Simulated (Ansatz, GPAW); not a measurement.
# benzene-1,4-diamine between two Ir chains: relaxation, then transmission at several levels, part 2 of 2

How well does benzene-1,4-diamine between two Ir chains conduct once its atoms have relaxed, and how much do cheaper levels lose?

GPAW 26.7.0 and Ansatz 0.2.0; Ansatz plane waves; relaxation of the junction with the lead ends held; PAW set soft_1 (the session's first sound run).

So far, transmission at the Fermi level (one spin): step 3 (plane waves, PBE) 0.00837. Also conductance of the perfect lead (G₀): step 3 5.78.

### Step 4. Double-zeta polarised basis

Localised orbitals split the wire into layers that couple to their neighbours alone, which is what the Green's function method needs; double zeta with polarisation is the usual level for numbers.

This step: GPAW LCAO, PAW setups; Landauer transmission from Green's functions with principal layers (ASE), zero bias (GPAW 26.7.0).

Contents of run.py:

```python
import json
import numpy as np
from ase import Atoms
from ase.transport.calculators import TransportCalculator
from gpaw import GPAW, FermiDirac
from gpaw.lcao.tools import get_lcao_hamiltonian
from scipy.linalg import eigh

# The junction with lead layers at both ends, along the third cell vector
device = Atoms(
    ['Ir', 'Ir', 'Ir', 'Ir', 'Ir', 'Ir', 'Ir', 'Ir', 'H', 'H', 'N', 'C', 'H', 'H', 'C', 'C', 'C', 'C', 'H', 'H', 'C', 'N', 'H', 'H', 'Ir', 'Ir', 'Ir', 'Ir', 'Ir', 'Ir', 'Ir', 'Ir'],
    positions=[
        [5.39886, 5.05913, 1.15000],
        [5.39886, 5.05913, 3.45000],
        [5.39886, 5.05913, 5.75000],
        [5.39886, 5.05913, 8.05000],
        [5.39886, 5.05913, 10.35000],
        [5.39886, 5.05913, 12.65000],
        [5.55205, 3.74603, 14.52880],
        [5.46219, 4.47564, 16.66122],
        [4.61782, 3.16572, 18.70079],
        [6.26609, 3.17090, 18.72249],
        [5.43910, 3.77217, 18.79196],
        [5.41828, 4.45309, 20.07857],
        [7.57024, 4.53161, 20.27989],
        [3.26086, 4.54523, 20.20107],
        [6.61046, 4.76065, 20.74568],
        [4.20436, 4.76800, 20.70185],
        [6.58909, 5.35643, 22.00956],
        [4.18297, 5.36357, 21.96582],
        [7.53263, 5.57937, 22.51018],
        [3.22329, 5.59234, 22.43186],
        [5.37520, 5.67092, 22.63299],
        [5.35474, 6.35095, 23.92013],
        [6.17960, 6.95215, 24.01385],
        [4.53131, 6.95722, 23.98806],
        [5.32168, 5.64289, 26.04950],
        [5.21235, 6.37068, 28.18179],
        [5.39886, 5.05913, 30.05875],
        [5.39886, 5.05913, 32.35875],
        [5.39886, 5.05913, 34.65875],
        [5.39886, 5.05913, 36.95875],
        [5.39886, 5.05913, 39.25875],
        [5.39886, 5.05913, 41.55875]],
    cell=[[10.79771, 0.0, 0.0], [0.0, 10.11827, 0.0], [0.0, 0.0, 42.70875]],
    pbc=True)

# One principal layer of the lead: the first 5 atoms of the device
lead = Atoms(
    ['Ir', 'Ir', 'Ir', 'Ir', 'Ir'],
    positions=[
        [5.39886, 5.05913, 1.15000],
        [5.39886, 5.05913, 3.45000],
        [5.39886, 5.05913, 5.75000],
        [5.39886, 5.05913, 8.05000],
        [5.39886, 5.05913, 10.35000]],
    cell=[[10.79771, 0.0, 0.0], [0.0, 10.11827, 0.0], [0.0, 0.0, 11.5]],
    pbc=True)

settings = dict(mode='lcao', basis='dzp', xc='PBE', h=0.18,
                occupations=FermiDirac(0.1), maxiter=250,
                mixer=dict(beta=0.1, nmaxold=8, weight=100.0),
                convergence=dict(density=0.0001))
energies = np.arange(-2, 2 + 1e-9, 0.025)
eta = 0.0001
n1, n2 = 1, 1
# k and -k transmit alike, so half of the mesh across the current serves
mesh = [(i, j) for i in range(n1) for j in range(n2) if (i, j) <= (-i % n1, -j % n2)]
weights = np.array([1 if (i, j) == (-i % n1, -j % n2) else 2 for i, j in mesh]) / (n1 * n2)

# [... helper functions left out ...]
fermi_lead = ground_state(lead, (1, 1, 10), 'lead.txt')
fermi_device = ground_state(device, (1, 1, 2), 'device.txt')
# [... loop over the mesh left out, but for ...]
        # Shift the lead onto the potential of the device's first layer
        shift = ((H[:, 0, 0] - H0[:, 0, 0]) / S0[0, 0]).real.mean()
# [...]
kT = 8.617333e-5 * 300
bias = [0.1, 0.2, 0.5, 1.0, 1.5, 2.0]
# [... integrals and printing left out ...]
```

On the command line:

```console
> OMP_NUM_THREADS=1 OPENBLAS_NUM_THREADS=1 python run.py
```

Elapsed: 8.4 min, on 1 thread of Arm Neoverse V1, shared host; peak memory 2.6 GiB.

This step gave:

```yaml
conductance: 0.01362 G₀
largest_coupling_past_the_next_principal_layer: 1.48e-6 eV
largest_misfit_of_the_first_principal_layer: 0.1921 eV
shift_that_aligns_the_lead: -0.005586 eV
basis_functions_of_the_junction: 576
basis_functions_of_a_principal_layer: 135
transmission_at_the_fermi_level_one_spin: 0.01340
```

One spin. Table of transmission, zone mean by energy, zero at the Fermi level:

| energy (eV) | transmission, zone mean |
| --- | --- |
| -2.000 | 0.0261 |
| -1.900 | 0.0143 |
| -1.800 | 0.00806 |
| -1.700 | 0.00385 |
| -1.600 | 0.00130 |
| -1.500 | 8.5e-4 |
| -1.400 | 7.0e-4 |
| -1.300 | 7.5e-4 |
| -1.200 | 7.4e-4 |
| -1.100 | 7.9e-4 |
| -1.000 | 9.3e-4 |
| -0.900 | 0.00114 |
| -0.800 | 0.00139 |
| -0.700 | 0.00154 |
| -0.600 | 0.00146 |
| -0.500 | 0.00134 |
| -0.400 | 0.00164 |
| -0.300 | 0.00396 |
| -0.200 | 0.0117 |
| -0.100 | 0.0159 |
| 0.000 | 0.0134 |
| 0.100 | 0.0138 |
| 0.200 | 0.0307 |
| 0.300 | 0.0410 |
| 0.400 | 0.0471 |
| 0.500 | 0.0540 |
| 0.600 | 0.0610 |
| 0.700 | 0.0678 |
| 0.800 | 0.0718 |
| 0.900 | 0.0652 |
| 1.000 | 0.0879 |
| 1.100 | 0.130 |
| 1.200 | 0.201 |
| 1.300 | 0.314 |
| 1.400 | 0.475 |
| 1.500 | 0.614 |
| 1.600 | 0.724 |
| 1.700 | 0.812 |
| 1.800 | 0.911 |
| 1.900 | 0.996 |
| 2.000 | 0.185 |

Not self-consistent under bias; the bias window is split evenly. Current through one cell, from the zero-bias transmission against bias:

| bias (V) | current through one cell, from the zero-bias transmission (μA) |
| --- | --- |
| 0.100 | 0.106 |
| 0.200 | 0.220 |
| 0.500 | 0.668 |
| 1.000 | 1.60 |
| 1.500 | 2.84 |
| 2.000 | 4.26 |

The transmission of the three most open eigenchannels by energy, zero at the Fermi level:

| energy (eV) | channel 1 | channel 2 | channel 3 |
| --- | --- | --- | --- |
| -2.000 | 0.0260 | 3.7e-5 | 2.2e-6 |
| -1.800 | 0.00798 | 7.5e-5 | 1.6e-6 |
| -1.600 | 0.00127 | 3.0e-5 | 3.9e-6 |
| -1.400 | 6.9e-4 | 2.5e-6 | 4.6e-7 |
| -1.200 | 6.1e-4 | 1.2e-4 | 2.4e-6 |
| -1.000 | 7.4e-4 | 1.8e-4 | 3.0e-6 |
| -0.800 | 0.00120 | 1.8e-4 | 1.2e-5 |
| -0.600 | 0.00119 | 1.9e-4 | 5.9e-5 |
| -0.400 | 0.00114 | 3.3e-4 | 1.3e-4 |
| -0.200 | 0.0103 | 9.2e-4 | 4.1e-4 |
| 0.000 | 0.0124 | 5.5e-4 | 4.1e-4 |
| 0.200 | 0.0276 | 0.00301 | 7.7e-6 |
| 0.400 | 0.0459 | 0.00112 | 5.7e-7 |
| 0.600 | 0.0607 | 2.6e-4 | 1.8e-7 |
| 0.800 | 0.0716 | 1.6e-4 | 3.3e-8 |
| 1.000 | 0.0877 | 1.8e-4 | 7.9e-10 |
| 1.200 | 0.201 | 4.5e-4 | 6.3e-8 |
| 1.400 | 0.460 | 0.0147 | 5.0e-7 |
| 1.600 | 0.724 | 6.7e-4 | 2.6e-6 |
| 1.800 | 0.911 | 7.5e-5 | 9.1e-6 |
| 2.000 | 0.185 | 1.0e-12 | 0 |

At the Fermi level T is 0.0134 against 0.00837 in plane waves. Couplings past the next layer reach 1.5e-6 eV, small enough to drop; the matrix elements of the cell's first layer differ from the bulk lead's by up to 0.19 eV. That layer keeps its own values in the calculation, and only beyond it is the lead taken as perfect. The Fermi levels of lead and junction count from different zeros of potential, one for each periodic cell; with both set to zero, the small remaining shift is what aligns them. Without spin-orbit coupling, which is large for these atoms, channel counts and T are those of the scalar-relativistic bands. By hand: G = 0.01362 × 77.48 μS = 1.06 μS, a resistance of 948 kΩ; at 0.1 V a linear junction would pass 0.106 μA, and the integral over the bias window gives 0.106 μA.

### Step 5. GPAW, szp: basis = "szp(dzp)"

One radial function a shell plus polarisation makes the matrices smaller; the question is what that costs.

Changes to run.py since step 4:

```diff
@@ -59,3 +59,3 @@
 
-settings = dict(mode='lcao', basis='dzp', xc='PBE', h=0.18,
+settings = dict(mode='lcao', basis='szp(dzp)', xc='PBE', h=0.18,
                 occupations=FermiDirac(0.1), maxiter=250,
```

The job ended after 5.5 min (1 thread; peak memory 2.5 GiB).

This step gave:

```
conductance                                 : 0.07004 G₀
largest misfit of the first principal layer : 0.2154 eV
shift that aligns the lead                  : -0.002389 eV
basis functions of the junction             : 344
basis functions of a principal layer        : 75
transmission at the Fermi level (one spin)  : 0.06692
```

The conductance, 0.0700 G₀, lies a factor of 5.1 above that of the dzp run.

### Step 6. GPAW, sz: basis = "sz(dzp)"

The minimal basis is the cheapest rung: no second zeta and no polarisation.

Changes to run.py since step 5:

```diff
@@ -59,3 +59,3 @@
 
-settings = dict(mode='lcao', basis='szp(dzp)', xc='PBE', h=0.18,
+settings = dict(mode='lcao', basis='sz(dzp)', xc='PBE', h=0.18,
                 occupations=FermiDirac(0.1), maxiter=250,
```

Run time: 4.3 min. Hardware: 1 thread; peak memory 2.4 GiB.

This step gave:

```
conductance                                    : 0.1297 G₀
largest coupling past the next principal layer : 1.47e-6 eV
largest misfit of the first principal layer    : 0.1639 eV
shift that aligns the lead                     : -5.63e-5 eV
basis functions of the junction                : 232
basis functions of a principal layer           : 60
transmission at the Fermi level (one spin)     : 0.1222
```

One spin. Transmission, zone mean against energy, zero at the Fermi level:

| energy (eV) | transmission, zone mean |
| --- | --- |
| -2.000 | 0.00410 |
| -1.900 | 0.00313 |
| -1.800 | 0.00228 |
| -1.700 | 0.00132 |
| -1.600 | 7.2e-4 |
| -1.500 | 5.1e-4 |
| -1.400 | 4.3e-4 |
| -1.300 | 4.0e-4 |
| -1.200 | 4.3e-4 |
| -1.100 | 4.9e-4 |
| -1.000 | 6.0e-4 |
| -0.900 | 8.0e-4 |
| -0.800 | 0.00107 |
| -0.700 | 0.00137 |
| -0.600 | 0.00155 |
| -0.500 | 0.00161 |
| -0.400 | 0.00226 |
| -0.300 | 0.00750 |
| -0.200 | 0.0422 |
| -0.100 | 0.0944 |
| 0.000 | 0.122 |
| 0.100 | 0.204 |
| 0.200 | 0.579 |
| 0.300 | 1.16 |
| 0.350 | 1.78 |
| 0.400 | 1.03 |
| 0.500 | 1.00 |
| 0.600 | 0.920 |
| 0.700 | 0.726 |
| 0.800 | 0.433 |
| 0.900 | 0.246 |
| 1.000 | 0.170 |
| 1.100 | 0.136 |
| 1.200 | 0.121 |
| 1.300 | 0.115 |
| 1.400 | 0.113 |
| 1.500 | 0.108 |
| 1.600 | 0.0938 |
| 1.700 | 0.0691 |
| 1.800 | 0.0422 |
| 1.900 | 0.0189 |
| 2.000 | 0.00271 |

The conductance, 0.130 G₀, lies a factor of 9.5 above that of the dzp run.

### Step 7. RPBE in the dzp basis: xc = "RPBE"

Back in the dzp basis, the functional changes from PBE to RPBE, to set the spread between functionals beside that between bases.

Changes to run.py since step 6:

```diff
@@ -59,3 +59,3 @@
 
-settings = dict(mode='lcao', basis='sz(dzp)', xc='PBE', h=0.18,
+settings = dict(mode='lcao', basis='dzp', xc='RPBE', h=0.18,
                 occupations=FermiDirac(0.1), maxiter=250,
```

Wall time 8.9 min (1 thread); peak memory 2.6 GiB.

Numbers from this step:

```
conductance                                 : 0.01256 G₀
largest misfit of the first principal layer : 0.1907 eV
shift that aligns the lead                  : -0.006754 eV
basis functions of the junction             : 576
basis functions of a principal layer        : 135
transmission at the Fermi level (one spin)  : 0.01240
```

The conductance, 0.0126 G₀, lies 7.8 % below that of the dzp run.

### Step 8. Without the relaxation: geometry = "as built"

The dzp basis with PBE on the structure as first built shows what the relaxation was worth.

Changes to run.py since step 7:

```diff
@@ -18,22 +18,22 @@
         [5.39886, 5.05913, 12.65000],
-        [5.55205, 3.74603, 14.52880],
-        [5.46219, 4.47564, 16.66122],
-        [4.61782, 3.16572, 18.70079],
-        [6.26609, 3.17090, 18.72249],
-        [5.43910, 3.77217, 18.79196],
-        [5.41828, 4.45309, 20.07857],
-        [7.57024, 4.53161, 20.27989],
-        [3.26086, 4.54523, 20.20107],
-        [6.61046, 4.76065, 20.74568],
-        [4.20436, 4.76800, 20.70185],
-        [6.58909, 5.35643, 22.00956],
-        [4.18297, 5.36357, 21.96582],
-        [7.53263, 5.57937, 22.51018],
-        [3.22329, 5.59234, 22.43186],
-        [5.37520, 5.67092, 22.63299],
-        [5.35474, 6.35095, 23.92013],
-        [6.17960, 6.95215, 24.01385],
-        [4.53131, 6.95722, 23.98806],
-        [5.32168, 5.64289, 26.04950],
-        [5.21235, 6.37068, 28.18179],
+        [5.39886, 5.05913, 14.95000],
+        [5.39886, 5.05913, 17.25000],
+        [4.55580, 3.25001, 18.64471],
+        [6.24189, 3.25000, 18.64471],
+        [5.39885, 3.77301, 18.85919],
+        [5.39885, 4.34011, 20.13834],
+        [7.54770, 4.48510, 20.27056],
+        [3.25000, 4.48511, 20.27056],
+        [6.59774, 4.72186, 20.74122],
+        [4.19997, 4.72187, 20.74122],
+        [6.59774, 5.39640, 21.96753],
+        [4.19997, 5.39640, 21.96753],
+        [7.54771, 5.63316, 22.43819],
+        [3.25001, 5.63317, 22.43819],
+        [5.39886, 5.77816, 22.57042],
+        [5.39886, 6.34526, 23.84957],
+        [6.24191, 6.86826, 24.06405],
+        [4.55582, 6.86827, 24.06405],
+        [5.39886, 5.05913, 25.45875],
+        [5.39886, 5.05913, 27.75875],
         [5.39886, 5.05913, 30.05875],
@@ -59,3 +59,3 @@
 
-settings = dict(mode='lcao', basis='dzp', xc='RPBE', h=0.18,
+settings = dict(mode='lcao', basis='dzp', xc='PBE', h=0.18,
                 occupations=FermiDirac(0.1), maxiter=250,
```

The job ended after 6.5 min (1 thread; peak memory 2.6 GiB).

This step gave:

```
conductance                                    : 0.1946 G₀
largest coupling past the next principal layer : 1.48e-6 eV
largest misfit of the first principal layer    : 0.2109 eV
shift that aligns the lead                     : -0.01312 eV
transmission at the Fermi level (one spin)     : 0.1969
```

One spin. Table of transmission, zone mean by energy, zero at the Fermi level:

| energy (eV) | transmission, zone mean |
| --- | --- |
| -2.000 | 0.0860 |
| -1.900 | 0.0755 |
| -1.800 | 0.0676 |
| -1.700 | 0.0620 |
| -1.600 | 0.0573 |
| -1.500 | 0.0530 |
| -1.400 | 0.0482 |
| -1.300 | 0.0535 |
| -1.200 | 0.0634 |
| -1.100 | 0.0650 |
| -1.000 | 0.0679 |
| -0.900 | 0.0774 |
| -0.800 | 0.0861 |
| -0.700 | 0.0955 |
| -0.600 | 0.105 |
| -0.500 | 0.116 |
| -0.400 | 0.126 |
| -0.300 | 0.135 |
| -0.200 | 0.163 |
| -0.100 | 0.185 |
| 0.000 | 0.197 |
| 0.100 | 0.186 |
| 0.200 | 0.182 |
| 0.300 | 0.189 |
| 0.400 | 0.200 |
| 0.500 | 0.214 |
| 0.600 | 0.231 |
| 0.700 | 0.251 |
| 0.800 | 0.278 |
| 0.900 | 0.306 |
| 1.000 | 0.342 |
| 1.100 | 0.390 |
| 1.200 | 0.456 |
| 1.300 | 0.552 |
| 1.400 | 0.731 |
| 1.500 | 1.20 |
| 1.575 | 1.63 |
| 1.600 | 1.52 |
| 1.700 | 0.999 |
| 1.800 | 0.895 |
| 1.900 | 0.872 |
| 2.000 | 0.563 |

The conductance, 0.195 G₀, lies a factor of 14 above that of the dzp run.

### Step 9. The ladder

Times are wall times on the hardware named with each run. The series side by side:

| no. | run | conductance (G₀) | time | memory (GiB) |
| --- | --- | --- | --- | --- |
| 1 | pw PBE | 0.008529 | 1.9 h | 6.9 |
| 2 | dzp | 0.01362 | 8.4 min | 2.6 |
| 3 | szp | 0.07004 | 5.5 min | 2.5 |
| 4 | sz | 0.1297 | 4.3 min | 2.4 |
| 5 | dzp RPBE | 0.01256 | 8.9 min | 2.6 |
| 6 | asbuilt | 0.1946 | 6.5 min | 2.6 |

### Step 10. Comparison

The curves are compared point by point over the common energies.

This step: comparison of transmission and cost over codes, levels and geometry; PAW set soft_1 (GPAW 26.7.0).

Ladder, by row:

| step | code | T at the Fermi level (sum over the listed spins) | conductance (G0) | r.m.s. T(E) from the first | wall time (s) | peak memory (GiB) | threads |
| --- | --- | --- | --- | --- | --- | --- | --- |
| pw-pbe | Ansatz | 0.008369 | 0.008529 | 0 | 6918 | 6.881 | 4 |
| dzp | GPAW | 0.0134 | 0.01362 | 0.1132 | 502.6 | 2.58 | 1 |
| szp | GPAW | 0.06692 | 0.07004 | 0.4227 | 327.8 | 2.49 | 1 |
| sz | GPAW | 0.1222 | 0.1297 | 0.4607 | 256.4 | 2.4 | 1 |
| dzp-RPBE | GPAW | 0.0124 | 0.01256 | 0.1363 | 536 | 2.58 | 1 |
| asbuilt | GPAW | 0.1969 | 0.1946 | 0.2612 | 390.5 | 2.58 | 1 |

Transmission, zone mean, sum over the listed spins against energy, zero at the Fermi level:

| energy (eV) | pw-pbe | dzp | szp | sz | dzp-RPBE | asbuilt |
| --- | --- | --- | --- | --- | --- | --- |
| -2.0000 | 0.0844 | 0.0261 | 0.00515 | 0.00410 | 0.0262 | 0.0860 |
| -1.7500 | 0.00807 | 0.00584 | 0.00216 | 0.00179 | 0.00587 | 0.0646 |
| -1.5000 | 0.00172 | 8.5e-4 | 4.6e-4 | 5.1e-4 | 8.4e-4 | 0.0530 |
| -1.2500 | 0.00109 | 7.4e-4 | 3.9e-4 | 4.2e-4 | 7.3e-4 | 0.0578 |
| -1.0000 | 8.3e-4 | 9.3e-4 | 6.4e-4 | 6.0e-4 | 9.1e-4 | 0.0679 |
| -0.7500 | 0.00143 | 0.00149 | 0.00138 | 0.00122 | 0.00147 | 0.0906 |
| -0.5000 | 0.00154 | 0.00134 | 0.00169 | 0.00161 | 0.00131 | 0.116 |
| -0.2500 | 0.0103 | 0.00726 | 0.0142 | 0.0184 | 0.00718 | 0.146 |
| 0.0000 | 0.00837 | 0.0134 | 0.0669 | 0.122 | 0.0124 | 0.197 |
| 0.2500 | 0.0257 | 0.0370 | 0.390 | 0.789 | 0.0342 | 0.185 |
| 0.3500 | 0.0338 | 0.0439 | 0.575 | 1.78 | 0.0411 | 0.194 |
| 0.4500 | 0.0398 | 0.0505 | 1.48 | 0.993 | 0.0475 | 0.207 |
| 0.5000 | 0.0432 | 0.0540 | 0.796 | 1.00 | 0.0509 | 0.214 |
| 0.7500 | 0.0628 | 0.0705 | 0.950 | 0.617 | 0.0671 | 0.264 |
| 1.0000 | 0.0627 | 0.0879 | 0.299 | 0.170 | 0.0827 | 0.342 |
| 1.2500 | 0.141 | 0.252 | 0.176 | 0.117 | 0.238 | 0.498 |
| 1.5000 | 0.407 | 0.614 | 0.153 | 0.108 | 0.601 | 1.20 |
| 1.5750 | 0.940 | 0.699 | 0.139 | 0.0986 | 0.687 | 1.63 |
| 1.7500 | 0.755 | 0.857 | 0.0782 | 0.0553 | 0.844 | 0.922 |
| 1.9000 | 0.926 | 0.996 | 0.0290 | 0.0189 | 0.997 | 0.872 |
| 2.0000 | 0.994 | 0.185 | 0.00430 | 0.00271 | 0.169 | 0.563 |

### Step 11. What came out

```yaml
conductance: 0.0136 G₀
transmission_at_the_fermi_level_mean_of_the_spins: 0.0134
```

**Reading.** In the dzp basis the junction conducts 0.0136 G₀ at 300 K, with T = 0.0134 a spin at the Fermi level; no smaller basis tried comes within 10 % of that conductance. Relaxation moved atoms by up to 1.4 Å and took the conductance from 0.195 to 0.0136 G₀, as a ratio about as much as the step from dzp to the minimal basis. Plane waves (PBE) give T = 0.00837 there. Measured against the first run (pw-pbe), the nearest curve is that of dzp (r.m.s. 0.11) and the farthest that of sz (0.46). Over the compared runs wall time goes from 256 s (sz) to 6918 s (pw-pbe), on a shared host; the plane-wave run used 4 threads and the orbital runs 1. The leads kept an estimated spacing and the cell its length, so the junction may be under some tension or compression. The run had no spin polarisation, so a magnetic state, which chains and small molecules with open shells often have, wasn't tested. Spin-orbit coupling is left out, which matters for the heavy atoms here. Semilocal functionals put molecular levels too near the Fermi level, so such conductances usually come out too high, and chain electrodes have a sharper density of states than real ones. An evenly spaced straight chain is an idealisation: free chains tend to dimerise, zigzag or, where a band edge lies near the Fermi level, turn magnetic. The currents use the zero-bias T(E) throughout, which holds only while the bias is small against the distance to the nearest feature. The thermopower isn't quoted: it samples T(E) farther from the Fermi level than the conductance does, and the energy grid wasn't tested for it.

[Logs are printed without paths, hosts, clocks, repeated set-up lines and the standing remarks that a program may print on its own settings, such as how far it seeks lower states.]

[Hosts, paths, dates, database ids (printed as entryN), source tags and the programs' standing remarks are cut or masked in the printed files.]
